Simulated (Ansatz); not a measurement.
# NaH: stable or not

The structure comes from a generated guess, relaxed at this level; another structure or a mixture of phases may lie lower.

These are results of DFT PBE, scalar-relativistic, plane waves, PAW in Ansatz, not measurements. Cutoff 420 eV, Γ-centred 8×8×8 mesh (4-atom cell), Gaussian smearing of 0.02 eV, no spin polarisation.

```yaml
crystal:
  lattice:
    - [1.63066, -5.79629, 0.00000]
    - [1.63066, 5.79629, 0.00000]
    - [0.00000, 0.00000, 3.35388]
  atoms:
    - { symbol: Na, position: [0.85521, 0.14479, 0.75000] }
    - { symbol: Na, position: [0.14479, 0.85521, 0.25000] }
    - { symbol: H, position: [0.64389, 0.35612, 0.75000] }
    - { symbol: H, position: [0.35612, 0.64389, 0.25000] }
```

The zero of energy is the elements' standard structures at the same level (H₂ as a molecule); no fitted shifts are applied.

Task: These tests were run: energy against the elements; phonons on a 2×2×2 q mesh. What do they show?

Result:

```
                       test                            result
energy against the elements                    −0.134 eV/atom
  phonons on a 2×2×2 q mesh  imaginary modes down to 61i cm⁻¹
```

It fails one test: phonons on a 2×2×2 q mesh. So it isn't even a local minimum.

With hydrogen, zero-point motion can shift formation energies by some tens of meV/atom. The run for the phonons used an 8×8×8 k mesh. Another cell of NaH relaxed alike, in R-3m, lies 33 meV/atom lower, so this cell isn't the stable form at this level.
